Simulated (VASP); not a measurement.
Set up this calculation in VASP 6.6.1, as the native input.

* Task: band structure
* Functional: SCAN
* Potentials or basis: VASP PAW PBE potentials, release 64 (Pb_d, Se)
* Cutoff: 520 eV
* k mesh: 6 × 6 × 6
* Occupations: fermi-dirac, width 0.05 eV
* Spin: spin-orbit coupling, no magnetisation
* Further INCAR settings: ALGO = Normal; EDIFF = 1e-07

The structure of PbSe (Clausthalite) lies in POSCAR:

```
PbSe
1.0
    0.0000000000      3.0606500000      3.0606500000
    3.0606500000      0.0000000000      3.0606500000
    3.0606500000      3.0606500000      0.0000000000
Pb Se
1 1
Direct
    0.0000000000      0.0000000000      0.0000000000
    0.5000000000      0.5000000000      0.5000000000
```

These files were run (other wordings do the same):

INCAR

```
  PREC = Accurate
  ENCUT = 520
  EDIFF = 1E-7
  ISMEAR = -1
  SIGMA = 0.05
  LREAL = False
  LASPH = True
  NELM = 80
  ALGO = Normal
  ISIF = 2
  LWAVE = False
  LCHARG = False
  LNONCOLLINEAR = True
  MAGMOM = 0 0 0 0 0 0
  LORBIT = 11
  LSORBIT = True
  GGA_COMPAT = False
  METAGGA = SCAN
  LMIXTAU = True
```

KPOINTS

```
Automatic mesh
0
Gamma
  6 6 6
```

KPOINTS_OPT

```
path GXWKGLUWLK,UX
10
line-mode
reciprocal
 0.0000000000  0.0000000000  0.0000000000  G
 0.5000000000  0.0000000000  0.5000000000  X

 0.5000000000  0.0000000000  0.5000000000  X
 0.5000000000  0.2500000000  0.7500000000  W

 0.5000000000  0.2500000000  0.7500000000  W
 0.3750000000  0.3750000000  0.7500000000  K

 0.3750000000  0.3750000000  0.7500000000  K
 0.0000000000  0.0000000000  0.0000000000  G

 0.0000000000  0.0000000000  0.0000000000  G
 0.5000000000  0.5000000000  0.5000000000  L

 0.5000000000  0.5000000000  0.5000000000  L
 0.6250000000  0.2500000000  0.6250000000  U

 0.6250000000  0.2500000000  0.6250000000  U
 0.5000000000  0.2500000000  0.7500000000  W

 0.5000000000  0.2500000000  0.7500000000  W
 0.5000000000  0.5000000000  0.5000000000  L

 0.5000000000  0.5000000000  0.5000000000  L
 0.3750000000  0.3750000000  0.7500000000  K

 0.6250000000  0.2500000000  0.6250000000  U
 0.5000000000  0.0000000000  0.5000000000  X
```

Potentials or basis: VASP PAW PBE potentials, release 64 (Pb_d, Se).

Launch:

```bash
$ cat potpaw_PBE.64/Pb_d/POTCAR potpaw_PBE.64/Se/POTCAR > POTCAR
$ mpirun -np 1 vasp_ncl > vasp.out
```

It gave:

```json
{
 "Pressure": "0.5 GPa",
 "Valence electrons inside the program's atomic spheres": "Pb 11.89; Se 3.84"
}
```

Caveat: the PAW data sets were made with another functional, which shifts forces and pressure a little.

It took 17 min on 1 thread of Intel(R) Xeon(R) Platinum 8488C (Sapphire Rapids), on a shared host, peak memory 0.4 GiB.
